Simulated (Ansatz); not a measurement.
(110) slab cut from the bulk of ZrSi$_{2}$, Cmcm (No. 63); the slab's formula is Zr4Si9:

```
CELL_PARAMETERS angstrom
3.65677 0.00000 0.00000
0.00000 7.51108 0.00000
0.00000 0.00000 29.63511
ATOMIC_POSITIONS crystal
Si 0.25000 0.83872 0.25308
Si 0.75000 0.04164 0.26605
Si 0.25000 0.40983 0.28959
Zr 0.75000 0.68345 0.30708
Zr 0.25000 0.07726 0.33226
Si 0.75000 0.35088 0.34976
Si 0.25000 0.71907 0.37330
Si 0.75000 0.92199 0.38627
Si 0.25000 0.29018 0.40981
Zr 0.75000 0.56380 0.42730
Zr 0.25000 0.95761 0.45248
Si 0.75000 0.23123 0.46997
Si 0.25000 0.59942 0.49351
Si 0.75000 0.80234 0.50649
Si 0.25000 0.17053 0.53003
Zr 0.75000 0.44415 0.54752
Zr 0.25000 0.83796 0.57270
Si 0.75000 0.11158 0.59019
Si 0.25000 0.47977 0.61373
Si 0.75000 0.68269 0.62670
Si 0.25000 0.05089 0.65024
Zr 0.75000 0.32450 0.66774
Zr 0.25000 0.71831 0.69292
Si 0.75000 0.99193 0.71041
Si 0.25000 0.36012 0.73395
Si 0.75000 0.56305 0.74692
```

These are results of DFT PBEsol, scalar-relativistic, plane waves, PAW (Ansatz 0.2.0), not measurements. Settings: cutoff 420 eV, Γ-centred mesh 10×5×1 on the computed 26-atom cell, Gaussian smearing of 0.10 eV; no spin polarisation. A dipole correction removes the field between periodic images along c.

Q: What forces act on the atoms?

A:
```tsv
atom	Fx (eV/Å)	Fy (eV/Å)	Fz (eV/Å)
Si1	0.000	1.263	-0.368
Si2	0.000	-0.413	-0.813
Si3	0.000	-0.488	0.730
Zr4	0.000	-0.240	0.744
Zr5	0.000	-0.334	0.401
Si6	0.000	0.196	-0.568
Si7	0.000	-0.113	-0.289
Si8	0.000	-0.033	-0.207
Si9	0.000	0.049	0.008
Zr10	0.000	0.112	0.345
Zr11	0.000	-0.068	-0.052
Si12	0.000	0.015	-0.034
Si13	0.000	0.053	-0.050
Si14	0.000	-0.053	0.050
Si15	0.000	-0.015	0.034
Zr16	0.000	0.068	0.052
Zr17	0.000	-0.112	-0.345
Si18	0.000	-0.049	-0.008
Si19	0.000	0.033	0.207
Si20	0.000	0.113	0.289
Si21	0.000	-0.196	0.568
Zr22	0.000	0.334	-0.401
Zr23	0.000	0.240	-0.744
Si24	0.000	0.488	-0.730
Si25	0.000	0.413	0.813
Si26	0.000	-1.263	0.368
```

Cost: 1 run of about 3.3 core-minutes, on Intel Xeon 6975P-C (Granite Rapids) (shared hosts).